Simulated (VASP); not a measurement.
# Yb (Fd-3m) in VASP: further runs

One crystal, Yb, is run at these levels: PBEsol; tasks: single point.

All numbers are computed with VASP 6.6.1; they aren't measurements. Logs are shortened: lines on timing, memory, paths and dates and some standing lists are left out, and cuts for length are marked.

## 1. The crystal as given

The structure is cubic, space group Fd-3m (No. 227). The conventional cell has a = 8.554 Å, b = 8.554 Å, c = 8.554 Å, α = 90.00°, β = 90.00°, γ = 90.00°. Around Yb (site symmetry -43m) lie 4 Yb at 3.70 Å.

This isn't the form of Yb at room conditions, which is fcc.

## 2. Single point, PBEsol

The input, INCAR:

```
SYSTEM = Yb
PREC = Accurate
ENCUT = 520
EDIFF = 1E-6
ISMEAR = -1
SIGMA = 0.1
LREAL = .False.
LASPH = .True.
NELM = 60
ALGO = Fast
ISIF = 2
LWAVE = .False.
LCHARG = .False.
GGA = PS
NBANDS = 31
```

The input, KPOINTS:

```
regular mesh
0
Gamma
  8 8 8
  0 0 0
```

The input, POSCAR:

```
Yb
1.0
    0.0000000000      4.2770955275      4.2770955275
    4.2770955275      0.0000000000      4.2770955275
    4.2770955275      4.2770955275      0.0000000000
Yb
2
Direct
    0.1250000000      0.1250000000      0.1250000000
    0.8750000000      0.8750000000      0.8750000000
```

Potentials or basis: VASP PAW PBE potentials, release 64 (Yb).

On the command line:

```bash
> cat potpaw_PBE.64/Yb/POTCAR > POTCAR
> mpirun -np 1 vasp_std > vasp.out
```

OUTCAR:

```text
SYSTEM = Yb
   PREC = Accurate
   ENCUT = 520
   EDIFF = 1E-6
   ISMEAR = -1
   LREAL = .False.
   LASPH = .True.
   NELM = 60
   ISIF = 2
   GGA = PS

 ion  position               nearest neighbor table
   1  0.125  0.125  0.125-   2 3.70   2 3.70   2 3.70   2 3.70
   2  0.875  0.875  0.875-   1 3.70   1 3.70   1 3.70   1 3.70

  LATTYP: Found a face centered cubic cell.
 ALAT       =     8.5541910550

  Lattice vectors:

 A1 = (   0.0000000000,   4.2770955275,   4.2770955275)
 A2 = (   4.2770955275,   0.0000000000,   4.2770955275)
 A3 = (   4.2770955275,   4.2770955275,   0.0000000000)

Analysis of symmetry for initial positions (statically):
=====================================================================
 Subroutine PRICEL returns:
 Original cell was already a primitive cell.

 Routine SETGRP: Setting up the symmetry group for a
 face centered cubic supercell.

 Subroutine GETGRP returns: Found 48 space group operations
 (whereof 12 operations were pure point group operations)
 out of a pool of 48 trial point group operations.

The static configuration has the point symmetry D_3d.
 The point group associated with its full space group is O_h .

Analysis of symmetry for dynamics (positions and initial velocities):
=====================================================================
 Subroutine PRICEL returns:
 Original cell was already a primitive cell.

 Routine SETGRP: Setting up the symmetry group for a
 face centered cubic supercell.

 Subroutine GETGRP returns: Found 48 space group operations
 (whereof 12 operations were pure point group operations)
 out of a pool of 48 trial point group operations.

The dynamic configuration has the point symmetry D_3d.
 The point group associated with its full space group is O_h .

 Subroutine INISYM returns: Found 48 space group operations
 (whereof 12 operations are pure point group operations),
 and found     1 'primitive' translations

----------------------------------------------------------------------------------------

                                     Primitive cell

  volume of cell :     156.4865

  direct lattice vectors                    reciprocal lattice vectors
     0.000000000  4.277095528  4.277095528    -0.116901761  0.116901761  0.116901761
     4.277095528  0.000000000  4.277095528     0.116901761 -0.116901761  0.116901761
[... 81 lines left out ...]
   LSORBIT =      F    spin-orbit coupling
   LASPH  =      T    aspherical Exc in radial PAW
   ENCUT  =  520.0 eV  38.22 Ry    6.18 a.u.  11.25 11.25 11.25*2*pi/ulx,y,z
   NELM   =     60;   NELMIN=  2; NELMDL= -5     # of ELM steps
   EDIFF  = 0.1E-05   stopping-criterion for ELM
   LREAL  =      F    real-space projection
   EDIFFG = 0.1E-04   stopping-criterion for IOM
   NSW    =      0    number of steps for IOM
   IBRION =     -1    ionic relax: 0-MD 1-quasi-New 2-CG
   NFREE  =      0    steps in history (QN), initial steepest desc. (CG)
   ISIF   =      2    stress and relaxation
   ISYM   =      2    0-nonsym 1-usesym 2-fastsym
   POTIM  = 0.5000    time-step for ionic-motion
   TEBEG  =    0.0;   TEEND  =   0.0 temperature during run
   PSTRESS=    0.0 pullay stress
   NELECT =      48.0000    total number of electrons
   NUPDOWN=      -1.0000    fix difference up-down
   EMIN   =  10.00;   EMAX   =-10.00  energy-range for DOS
   EFERMI =   0.00;   METHOD = LEGACY
   ISMEAR =    -1;   SIGMA  =   0.10  broadening in eV -4-tet -1-fermi 0-gaus
   EFERMI_NEDOS =   21; number of points for ismear=-14 and -15
   IALGO  =     68    algorithm
   IMIX   =      4    mixing-type and parameters
     AMIX     =   0.40;   BMIX     =  1.00
     AMIX_MAG =   1.60;   BMIX_MAG =  1.00
  volume/ion in A,a.u.               =      78.24       528.01
  Fermi-wavevector in a.u.,A,eV,Ry     =   1.104069  2.086388 16.585077  1.218969
  Thomas-Fermi vector in A             =   2.240537
   LORBIT       =      0    0 simple, 1 ext, 2 COOP (PROOUT), +10 PAW based schemes
   GGA     = PS    functional components
   LHFCALC =     F    Hartree Fock is set to
   AEXX    =    0.0000 exact exchange contribution
   IVDW    =     0    specifies the selected vdW correction
   LEPSILON=     F    determine dielectric tensor
   LRPA    =     F    only Hartree local field effects (RPA)
 non-spin polarized calculation
 RMM-DIIS sequential band-by-band and
  energy-cutoff  :      520.00
  volume of cell :      156.49
 maximum number of plane-waves:      4279
 NGX is ok and might be reduce to    48
   NGX = 23   NGY = 23   NGZ = 23

 number of electron      48.0000020 magnetization

 Free energy of the ion-electron system (eV)
  ---------------------------------------------------
  ext. energy  EPLUGINS =         0.00000000
  ---------------------------------------------------
  free energy    TOTEN  =        -5.19531455 eV

  energy without entropy =       -5.02646012  energy(sigma->0) =       -5.11088733

 E-fermi :  -0.5687     XC(G=0):  -6.4898

 val. band max:       -0.5839364065   @ k =  -0.2500   0.5000   0.2500
 cond. band min:      -0.5302023562   @ k =  -0.3750   0.2500   0.0000
 fundamental gap:      0.0537340503
 Fermi energy:        -0.5686812549

 k-point     1 :       0.0000    0.0000    0.0000
  band No.  band energies     occupation
      1     -52.9287      2.00000
      2     -52.9176      2.00000
      3     -25.3813      2.00000
      4     -25.3813      2.00000
      5     -25.3813      2.00000
      6     -25.2867      2.00000
[... 805 lines left out ...]
     30       1.5969      0.00000
     31       1.9628      0.00000

 [... further k-points ...]

------------------------ aborting loop because EDIFF is reached ----------------------------------------

  FORCE on cell =-STRESS in cart. coord.  units (eV):
  Direction    XX          YY          ZZ          XY          YZ          ZX
  --------------------------------------------------------------------------------------
  -------------------------------------------------------------------------------------
  Total       -0.3487312     -0.3487312     -0.3487312      0.0000000      0.0000000     -0.0000000
  in kB       -3.5704630     -3.5704630     -3.5704630      0.0000000      0.0000000     -0.0000000
  external PRESSURE =      -3.5704630 kB  Pullay stress =       0.0000000 kB

 VOLUME and BASIS-vectors are now :
 -----------------------------------------------------------------------------
  energy-cutoff  :      520.00
  volume of cell :      156.49
      direct lattice vectors                 reciprocal lattice vectors
     0.000000000  4.277095528  4.277095528    -0.116901761  0.116901761  0.116901761
     4.277095528  0.000000000  4.277095528     0.116901761 -0.116901761  0.116901761
     4.277095528  4.277095528  0.000000000     0.116901761  0.116901761 -0.116901761

 POSITION                                       TOTAL-FORCE (eV/Angst)
 -----------------------------------------------------------------------------------
      1.06927      1.06927      1.06927         0.000000      0.000000      0.000000
      7.48492      7.48492      7.48492        -0.000000     -0.000000     -0.000000
 -----------------------------------------------------------------------------------
    total drift:                                0.000000      0.000000      0.000000

  FREE ENERGIE OF THE ION-ELECTRON SYSTEM (eV)
  ---------------------------------------------------
  free  energy   TOTEN  =        -5.1953145501 eV

  energy  without entropy=       -5.0264601170  energy(sigma->0) =       -5.11088733
```

Wall time 26 min (1 thread of Intel Xeon Platinum 8375C at 2.90GHz (Ice Lake), shared host); peak memory 0.4 GiB.

Results:

* Free energy: -5.1953 eV
* Pressure: -0.4 GPa
* Band gap on the k mesh: none (metal or under the smearing width)

Caveat: the PAW data sets were made with another functional, which shifts forces and pressure a little. Spin polarisation is off, so any magnetic state and its effect on volume and gap are missing.

## 3. Single point, PBEsol

This run uses another cell than the first one, of 63.75 Å³/atom, 0.815 times its volume.

The input, INCAR:

```
SYSTEM = Yb
PREC = Accurate
ENCUT = 520
EDIFF = 1E-6
ISMEAR = -1
SIGMA = 0.1
LREAL = .FALSE.
LASPH = .TRUE.
NELM = 100
ALGO = Normal
ISIF = 2
LWAVE = .FALSE.
LCHARG = .FALSE.
GGA = PS
NBANDS = 31
```

The input, KPOINTS:

```
Automatic mesh
0
G
  8 8 8
  0 0 0
```

The input, POSCAR:

```
Yb
1.0
    0.0000000000      3.9948632963      3.9948632963
    3.9948632963      0.0000000000      3.9948632963
    3.9948632963      3.9948632963      0.0000000000
Yb
2
Direct
    0.1250000000      0.1250000000      0.1250000000
    0.8750000000      0.8750000000      0.8750000000
```

Potentials or basis: VASP PAW PBE potentials, release 64 (Yb).

On the command line:

```bash
> cat potpaw_PBE.64/Yb/POTCAR > POTCAR
> mpirun -np 1 vasp_std > vasp.out
```

Run time: 7.1 min. Hardware: 1 thread of Intel Xeon Platinum 8375C at 2.90GHz (Ice Lake), shared host; peak memory 0.31 GiB.

Results (log left out):

```
Free energy            : -5.1929 eV
Pressure               : -0.1 GPa
Band gap on the k mesh : none (metal or under the smearing width)
```

Levels at points of the mesh, in eV from the Fermi level:
| k point | band 22 | band 23 | band 24 | band 25 | band 26 | band 27 |
| --- | --- | --- | --- | --- | --- | --- |
| (0.00, 0.00, 0.00) | -0.51 | -0.51 | 1.05 | 1.05 | 1.05 | 1.10 |
| (0.50, 0.00, 0.00) | -0.53 | -0.52 | -0.51 | 0.88 | 0.88 | 0.90 |
| (0.50, 0.50, 0.00) | -0.53 | -0.53 | -0.53 | 0.05 | 0.05 | 1.47 |

Caveat: the PAW data sets were made with another functional, which shifts forces and pressure a little. Spin-orbit coupling is left out, which matters for the levels of Yb.
